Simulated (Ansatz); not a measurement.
**Nickel, diamond under RPBE: structure, energy and stiffness**

The plan for nickel in the diamond structure: relax it, solve it on a dense k-mesh, then scale the cell to 7 volumes from 88 to 112 % of the relaxed one and try a fit of the equation of state. The start is antiferromagnetic. The k-meshes are 11×11×11 for the relaxation; 17×17×17 for the dense run; 12×12×12 for the volumes.

This is Ni in the diamond structure; at room conditions it is fcc.

Program: Ansatz 0.2.0. Level of theory: DFT RPBE, plane waves (420 eV) with PAW, scalar-relativistic; the PAW data stem from PBE, with regenerated cores. These are calculated values, not measurements.

### Step 1. The starting structure

It takes space group Fd-3m (No. 227, cubic). The conventional cell has a = 4.907 Å, b = 4.907 Å, c = 4.907 Å, α = 90.00°, β = 90.00°, γ = 90.00°. Ni (site symmetry -43m) has 4 Ni at 2.12 Å as nearest neighbours.

Structure file:

```
Ni
1.0
     0.00000    2.45346    2.45346
     2.45346    0.00000    2.45346
     2.45346    2.45346    0.00000
Ni
2
Direct
  0.12500 0.12500 0.12500
  0.87500 0.87500 0.87500
```

The atoms start with moments of +0.8, -0.8 μB.

### Step 2. Relaxing cell and atoms

File input.yaml:

```yaml
crystal:
  lattice:
    - [0.0, 2.4534603088, 2.4534603088]
    - [2.4534603088, 0.0, 2.4534603088]
    - [2.4534603088, 2.4534603088, 0.0]
  atoms:
    - { symbol: Ni, position: [0.125, 0.125, 0.125], spin: 0.8 }
    - { symbol: Ni, position: [0.875, 0.875, 0.875], spin: -0.8 }
hamiltonian:
  xc: rpbe
  pseudopotentials:
    kind: paw
    azcp:
      Ni: "pseudopotentials/Ni.paw.azcp"
basis:
  ecutwfc: 420
  fft_grid_basis: typed
kpoints:
  mp_grid: { grid: [11, 11, 11], shift: [0, 0, 0] }
magnetization:
  spin_polarized: true
scf:
  occupations: { method: fermi_dirac, width: 0.05 }
relax:
  max_steps: 60
  f_tol: 0.01
  cell: {}
output:
  write_density: true
  write_potential: true
  elf: true
  volumetric_format: npy
```

Output:

```text
Warning: RAYON_NUM_THREADS=2 ignored (pool sized by the plan → 2); use --threads N
Engine: ansatz 0.2.0, aarch64-unknown-linux-gnu
Pseudopotentials: kind: paw
Pseudopotential: Ni, paw, valence charge 18, recommended cutoff 420 eV (normal), <dir>
Functional definition: RPBE
  parameter kappa = 0.804
  parameter beta = 0.06672455060314922
  exchange = rpbe_x(kappa = kappa, mu = beta*pi^2/3)
  correlation = pbe_c(beta = beta)
Crystal: 2 atoms, lattice volume = 29.537 Å³
Basis set: ecut = 420 eV, 561 PW (Γ), exchange–correlation on 48×48×48 points (8 copies of the dense FFT grid, shifted against one another)
Bands: 23, of which v1, the nominal top of the filled ones, is band 18 counted from 1 (17 counted from 0)
Symmetry: 24 space group operations
Space group: F-43m (ITA 216), of the structure as read, at distance tolerance 3.1e-5 Å
Magnetic group: BNS 227.130 (UNI 1632), of the structure as read, at distance tolerance 3.1e-5 Å
k-points: 56 of 1331 (time reversal used)
Non-local potential: Ni, projectors of the file, l = 0: 3, l = 1: 2, l = 2: 3, l = 3: 1
PAW form: soft (Blöchl's): semilocal exchange-correlation on the pseudo side does not see the compensation charge
PAW frozen core: Ni, regenerated for the run's functional, and the local potential with it (the file was generated under x = pbe(κ = 0.804, μ = 0.2195149727645171), c = pbe(β = 0.06672455060314922))
PAW one-centre angular grid: Ni, 590 points (default); XC on 64 Gauss nodes
Initial density: superposition of atomic densities (chi_scale 0.1, normalization cell)
Starting moments: Σ|m| = 1.6 μB on 2 of 2 sites
Starting magnetic order: antiferromagnet; an inversion exchanges its spin sublattices: spin-degenerate at every k-point
Initial wavefunctions: pseudopotential atomic-orbital guess
Functional: x = rpbe, c = pbe(β = 0.06672455060314922)
iter 1 solved again at ethr=4.45e-4 eV; its pass at ethr=3.10e-3 eV (dr2=1.60e-1 eV) is discarded
SCF iter   1: F=—  HF=-11683.748667 eV  |F-HF|=—  |Δ(HF+E_count)|=         —  Δρ=3.44e-2 (↑3.44e-2 ↓3.44e-2)  dr2=1.63e-1  dr2_m=2.52e-1  M=-0.000 μB ∫|m|=1.053 μB  β_m=0.30  ethr=4.45e-4  ⟨swp⟩=1.0  Hψ=13509  notcnv=0
Mixer restart at iter 1: flushing history
preconditioner: auto → Kerker (q_TF=auto, 2.820 Å⁻¹)  [metal: Δε(μ)=0.011 eV  Ē_g=7.467 eV  σ=0.050 eV  W_gap=0.06  n_scr=14 (ndim 8)  ℏωp=30.6 eV  f_vac=0.000  D(μ)=8.92/eV (n_scr^D=180)]
spin=Collinear: Kerker preconditioning applied to the charge; magnetization (m = ρ↑ − ρ↓) channel mixes plain (no charge-response kernel on spin).
SCF iter   2: F=—  HF=-11684.874799 eV  |F-HF|=—  |Δ(HF+E_count)|=         —  Δρ=7.49e-2 (↑7.49e-2 ↓7.49e-2)  dr2=3.01e-1  dr2_m=1.43e0  M=-0.000 μB ∫|m|=0.254 μB  β_m=0.30  ethr=4.45e-4  ⟨swp⟩=2.0  Hψ=3030  notcnv=0
Mixer restart at iter 2: flushing history
SCF iter   3: F=—  HF=-11685.627140 eV  |F-HF|=—  |Δ(HF+E_count)|=   7.52e-1  Δρ=5.79e-2 (↑5.78e-2 ↓5.79e-2)  dr2=3.03e-1  dr2_m=8.33e-1  M=-0.001 μB ∫|m|=0.188 μB  β_m=0.65  ethr=4.45e-4  ⟨swp⟩=2.1  Hψ=4018  notcnv=0
SCF iter   4: F=—  HF=-11687.170071 eV  |F-HF|=—  |Δ(HF+E_count)|=         —  Δρ=1.02e-1 (↑1.02e-1 ↓1.02e-1)  dr2=6.16e-2  dr2_m=2.81e0  M=-1.438 μB ∫|m|=1.475 μB  β_m=0.65  ethr=4.45e-4  ⟨swp⟩=3.0  Hψ=5830  notcnv=0
Mixer restart at iter 4: flushing history
SCF iter   5: F=—  HF=-11687.002974 eV  |F-HF|=—  |Δ(HF+E_count)|=   1.67e-1  Δρ=4.87e-2 (↑4.38e-2 ↓4.87e-2)  dr2=3.45e-2  dr2_m=5.75e-1  M=-1.529 μB ∫|m|=1.612 μB  β_m=0.82  ethr=1.71e-4  ⟨swp⟩=2.2  Hψ=5139  notcnv=0  defer=5
SCF iter   6: F=—  HF=-11687.014133 eV  |F-HF|=—  |Δ(HF+E_count)|=   1.12e-2  Δρ=2.03e-2 (↑2.03e-2 ↓1.21e-2)  dr2=1.53e-1  dr2_m=4.64e-3  M=-1.632 μB ∫|m|=1.792 μB  β_m=0.60  ethr=9.59e-5  ⟨swp⟩=2.6  Hψ=5012  notcnv=0  defer=5
SCF iter   7: F=—  HF=-11686.972654 eV  |F-HF|=—  |Δ(HF+E_count)|=   4.15e-2  Δρ=4.10e-3 (↑4.10e-3 ↓1.98e-3)  dr2=5.07e-3  dr2_m=4.60e-4  M=-1.612 μB ∫|m|=1.765 μB  β_m=0.80  ethr=9.59e-5  ⟨swp⟩=2.1  Hψ=5173  notcnv=0  defer=5
SCF iter   8: F=—  HF=-11686.974378 eV  |F-HF|=—  |Δ(HF+E_count)|=   1.72e-3  Δρ=9.91e-4 (↑9.91e-4 ↓5.57e-4)  dr2=1.83e-4  dr2_m=1.10e-4  M=-1.614 μB ∫|m|=1.787 μB  β_m=0.86  ethr=1.41e-5  ⟨swp⟩=1.9  Hψ=4180  notcnv=0  defer=5
SCF iter   9: F=—  HF=-11686.974526 eV  |F-HF|=—  |Δ(HF+E_count)|=   1.48e-4  Δρ=9.39e-4 (↑9.39e-4 ↓5.15e-4)  dr2=3.88e-4  dr2_m=1.35e-5  M=-1.613 μB ∫|m|=1.786 μB  β_m=0.86  ethr=5.07e-7  ⟨swp⟩=2.2  Hψ=4681  notcnv=0  defer=5
SCF iter  10: F=—  HF=-11686.974494 eV  |F-HF|=—  |Δ(HF+E_count)|=   3.29e-5  Δρ=3.86e-4 (↑3.86e-4 ↓2.53e-4)  dr2=7.78e-5  dr2_m=1.60e-6  M=-1.613 μB ∫|m|=1.786 μB  β_m=0.93  ethr=5.07e-7  ⟨swp⟩=2.3  Hψ=4349  notcnv=0  defer=5
SCF iter  11: F=—  HF=-11686.974486 eV  |F-HF|=—  |Δ(HF+E_count)|=   7.93e-6  Δρ=1.22e-4 (↑1.00e-4 ↓1.22e-4)  dr2=1.42e-5  dr2_m=2.83e-7  M=-1.612 μB ∫|m|=1.786 μB  β_m=0.95  ethr=2.16e-7  ⟨swp⟩=2.3  Hψ=3692  notcnv=0  defer=5
SCF iter  12: F=—  HF=-11686.974487 eV  |F-HF|=—  |Δ(HF+E_count)|=   9.90e-7  Δρ=3.89e-5 (↑3.38e-5 ↓3.89e-5)  dr2=5.34e-7  dr2_m=1.59e-7  M=-1.613 μB ∫|m|=1.787 μB  β_m=0.97  ethr=3.95e-8  ⟨swp⟩=2.2  Hψ=3629  notcnv=0  defer=5
SCF iter  13: F=—  HF=-11686.974487 eV  |F-HF|=—  |Δ(HF+E_count)|=   1.86e-7  Δρ=2.91e-5 (↑2.91e-5 ↓1.29e-5)  dr2=3.68e-7  dr2_m=2.12e-8  M=-1.613 μB ∫|m|=1.787 μB  β_m=0.99  ethr=1.48e-9  ⟨swp⟩=2.0  Hψ=3333  notcnv=0  defer=5
SCF iter  14: F=—  HF=-11686.974487 eV  |F-HF|=—  |Δ(HF+E_count)|=   5.59e-8  Δρ=7.96e-6 (↑7.96e-6 ↓1.70e-6)  dr2=1.81e-8  dr2_m=2.92e-9  M=-1.613 μB ∫|m|=1.787 μB  β_m=0.99  ethr=1.02e-9  ⟨swp⟩=2.2  Hψ=3305  notcnv=0  defer=5
SCF iter  15: F=-11686.974487 eV  HF=-11686.974487 eV  |F-HF|=7.36e-8  |Δ(HF+E_count)|=   7.17e-9  Δρ=1.46e-5 (↑1.46e-5 ↓3.87e-6)  dr2=7.68e-8  dr2_m=7.94e-9  M=-1.613 μB ∫|m|=1.787 μB  ethr=5.04e-11  ⟨swp⟩=5.3  Hψ=13868  notcnv=0
WARN: the starting moments were not kept: 1 of 2 ended reversed and 1 kept their direction, counting a site from 0.1 of the cell's largest site moment. The largest reversed, site 0 (counted from 0, in the order of the report's site_moments_mub), started with +0.8 μB and closes at -8.4e-1 μB in its sphere. The starting moments cancel, and the net magnetisation is 1.7e0 μB in size, over 0.1 of its absolute magnetisation of 1.7e0 μB. The SCF closed on another magnetic arrangement than the starting moments describe; that does not show which of the two is lower. To try another start: change the starting moments (crystal.atoms[].spin, magnetization.per_species, magnetization.initial_magnetization, or on a non-collinear deck that types none of these the spinor_matrix: blocks that start its atoms; where the total moment is fixed, keep their sum and leave initial_magnetization as it is; typed ones take the place of any that the run laid by itself, positive ones on a crystal's lanthanoids without a Hubbard term where scf.initial_density.shell_occupations: [] is typed); see also scf.mixing.spin_hold.
SCF 1 converged in 15 iterations: F = -11686.974487 eV  dr2 = 7.68e-8
relax step   1: F+E_penalty+E_count = -11686.97448670 eV  Δ(F+E_penalty+E_count) = +0.000e0 eV  max|allowed force component| = 1.388e-16 eV/Å  Δτ_max = 0.0000 Å  P = +17.776 GPa  Ω = 29.537 Å³  (15 SCF iters, dr2 threshold 1.00e-7 eV, accepted)
[... 21 lines left out ...]
relax step   2: F+E_penalty+E_count = -11687.15241080 eV  Δ(F+E_penalty+E_count) = -1.779e-1 eV  max|allowed force component| = 8.095e-17 eV/Å  Δτ_max = 0.0000 Å  P = +7.438 GPa  Ω = 31.876 Å³  energy of the carried Pulay correction = -1.124e-3 eV  (11 SCF iters, dr2 threshold 2.00e-7 eV, accepted)
[... 19 lines left out ...]
relax step   3: F+E_penalty+E_count = -11687.20305116 eV  Δ(F+E_penalty+E_count) = -5.064e-2 eV  max|allowed force component| = 1.087e-16 eV/Å  Δτ_max = 0.0000 Å  P = +1.437 GPa  Ω = 33.799 Å³  energy of the carried Pulay correction = -1.986e-3 eV  (11 SCF iters, dr2 threshold 2.00e-7 eV, accepted)
[... 14 lines left out ...]
relax step   4: F+E_penalty+E_count = -11687.20526469 eV  Δ(F+E_penalty+E_count) = -2.214e-3 eV  max|allowed force component| = 6.939e-17 eV/Å  Δτ_max = 0.0000 Å  P = -0.033 GPa  Ω = 34.368 Å³  energy of the carried Pulay correction = -2.231e-3 eV  (9 SCF iters, dr2 threshold 2.00e-7 eV, accepted)
[... 20 lines left out ...]
relax step   5: F+E_penalty+E_count = -11687.20816841 eV  Δ(F+E_penalty+E_count) = -2.904e-3 eV  max|allowed force component| = 7.170e-17 eV/Å  Δτ_max = 0.0000 Å  P = +0.149 GPa  Ω = 34.368 Å³  stress off target by 1.49e-1 GPa  SCF on the basis re-selected at this cell (its energy is not comparable with the rows above)  (14 SCF iters)
[... 14 lines left out ...]
relax step   6: F+E_penalty+E_count = -11687.20817504 eV  Δ(F+E_penalty+E_count) = -6.636e-6 eV  max|allowed force component| = 1.665e-16 eV/Å  Δτ_max = 0.0000 Å  P = +0.015 GPa  Ω = 34.426 Å³  energy of the carried Pulay correction = -2.320e-5 eV  (8 SCF iters, dr2 threshold 5.54e-8 eV, accepted)
[... 13 lines left out ...]
relax step   7: F+E_penalty+E_count = -11687.20819573 eV  Δ(F+E_penalty+E_count) = -2.069e-5 eV  max|allowed force component| = 1.712e-16 eV/Å  Δτ_max = 0.0000 Å  P = +0.013 GPa  Ω = 34.426 Å³  stress off target by 1.29e-2 GPa  SCF on the basis re-selected at this cell (its energy is not comparable with the rows above)  (9 SCF iters)
basis re-selected at this cell: Δ(F+E_penalty+E_count) = -2.069e-5 eV, ΔP = -0.002 GPa vs the last step (what re-selecting the basis moved, of the pressure what is left beyond the Pulay correction that the steps carried, after the strain that the cell walked since its last selection, with what the two solves' SCF thresholds leave and, on support functions, any second-order correction that the steps lacked; it is no measure of the basis error at this ecutwfc). This SCF's stress stands 1.29e-2 GPa from its target on what of the cell is left free (relax.cell.stress_tol is 5.00e-2 GPa) and its largest allowed force component is 1.71e-16 eV/Å (relax.f_tol is 1.00e-2 eV/Å): within both
SCF converged after 9 iterations
Magnetization: -1.6302 μB (17.1849 up, 18.8151 down)
Absolute magnetization: 1.8439 μB (∫|ρ↑−ρ↓|, with the PAW one-centre terms)
Spin contamination: 0.0258 ħ² per cell (⟨S²⟩ above its minimum at these occupations)
Per-site moments (μB) at R_I (Å): [(-0.8574880711265359, 0.9223739681196307), (-0.8574882980180158, 0.9223739681196307)]
Free energy (F): -11687.208196 eV
Harris-Foulkes:  -11687.208196 eV  (|F-HF|=3.64e-12)
Internal energy: -11687.177270 eV  (E = F + TS)
E sigma→0 (E₀):  -11687.192733 eV
Entropy (-TS):   -0.030926 eV (-15.463 meV/atom)
Fermi energy:    10.049233 eV
--- Per-component energies (eV) ---
  E_band       = -858.590401
  E_kinetic    = 561.342272
  E_local      = -9012.231644  (includes V_loc(G=0)·N_el)
  E_nonlocal   = 1278.386498
  E_hartree    = 3794.025499
  E_xc         = -165.567188
  E_vxc        = -212.743669  (∫ρ·V_xc dr)
  E_paw        = -3276.227642  (= ΣΔE_a)
  E_vpaw       = -1061.395621  (= ΣTr[D̂ρ^β])
  E_aug_tail   = 0.001061  (compensation charges beyond the density's cutoff)
  E_ewald      = -4866.817435
  E_core_change = -0.088691  (= ΣΔE_core)
  E_smearing   = -0.030926  (= −TS)
  E_closure    = 0.000000  (closes the sum)
  Σ components = -11687.208196   (vs F -11687.208196, Δ=0.00e0)
--- Forces (eV/Å), atoms counted from 1 ---
  atom   1  Ni     0.00000000     0.00000000     0.00000000
  atom   2  Ni    -0.00000000    -0.00000000    -0.00000000
  max |Σ_I F_I| component: 1.39e-17 eV/Å
--- Stress (GPa, compression-positive) ---
        0.012939       0.000000       0.000000
        0.000000       0.012939       0.000000
        0.000000       0.000000       0.012939
  P = ⅓ Tr σ = 0.0129 GPa (0.129 kbar)
--- Band table (eV; the first three rows and the last of 112) ---
  k-point 0 ↑: bands = ["-92.8269", "-92.7399", "-53.2175", "-53.2175", "-53.2175", "-53.0296", "-53.0296", "-53.0296", "3.6040", "7.7151", "7.7151", "7.7595", "7.7595", "7.7595", "9.2164", "9.2164", "9.2164", "10.1531", "10.1531", "21.4246", "21.4246", "21.4246", "22.0474"]
  k-point 1 ↑: bands = ["-92.8256", "-92.7412", "-53.2191", "-53.2191", "-53.2168", "-53.0306", "-53.0281", "-53.0281", "3.7474", "7.6246", "7.6246", "7.7646", "7.8795", "7.8795", "9.1632", "9.2084", "9.2084", "10.1548", "10.1548", "19.2222", "20.6562", "20.6562", "22.7613"]
  k-point 2 ↑: bands = ["-92.8218", "-92.7450", "-53.2231", "-53.2231", "-53.2147", "-53.0332", "-53.0242", "-53.0242", "4.1690", "7.5676", "7.5676", "7.7857", "8.0028", "8.0028", "9.0140", "9.2073", "9.2073", "10.1540", "10.1540", "16.7065", "19.7983", "19.7983", "22.5609"]
  k-point 55 ↓: bands = ["-93.8539", "-93.8461", "-54.2932", "-54.2894", "-54.1799", "-54.1559", "-54.0455", "-54.0420", "6.5021", "6.5630", "7.1483", "7.1496", "7.5419", "7.7746", "7.9146", "8.0624", "9.3035", "9.3403", "10.9575", "11.5107", "12.1967", "13.4852", "22.1222"]
--- Relaxed structure (5 steps of the walk, 5 accepted, 2 SCFs on fresh bases) ---
  F+E_penalty+E_count = -11687.20819573 eV   max|allowed force component| = 1.712e-16 eV/Å   (the final SCF, on the basis selected at the relaxed cell)
  cell:  # Å, volume = 34.4261 Å³
    - [-6.273169814258277e-33, 2.581977497150895, 2.5819774971508944]
    - [2.581977497150895, 6.872633409833372e-33, 2.5819774971508944]
    - [2.581977497150895, 2.581977497150895, 4.789902471375745e-33]
  atoms:
    - { symbol: Ni, position: [0.125, 0.125, 0.125] }
    - { symbol: Ni, position: [0.875, 0.875, 0.875] }
```

Wall time 41 s (2 threads of an Arm CPU, shared host); peak memory 0.38 GiB.

Step by step:

```
step  energy change (meV/atom)  largest force (eV/Å)  pressure (GPa)  volume (Å³/atom)
   1                      0.00                0.0000           17.78            14.769
   2                    -88.96                0.0000            7.44            15.938
   3                   -114.28                0.0000            1.44            16.900
   4                   -115.39                0.0000           -0.03            17.184
   5                   -116.84                0.0000            0.15            17.184
   6                   -116.84                0.0000            0.01            17.213
   7                   -116.85                0.0000            0.01            17.213
```

Steps that repeat a cell are solved on a basis chosen anew, so their changes of energy are no gain of the relaxation.

Changes in the cell that was computed:

|  | before | after | change |
| --- | --- | --- | --- |
| a (Å) | 3.470 | 3.651 | +5.2 % |
| b (Å) | 3.470 | 3.651 | +5.2 % |
| c (Å) | 3.470 | 3.651 | +5.2 % |
| volume (Å³/atom) | 14.769 | 17.213 | +16.6 % |
| shortest distance (Å) | 2.125 | 2.236 | +5.2 % |
| space group (spins left aside) | Fd-3m | Fd-3m | same |

(Part 1 of 3 ends here.)
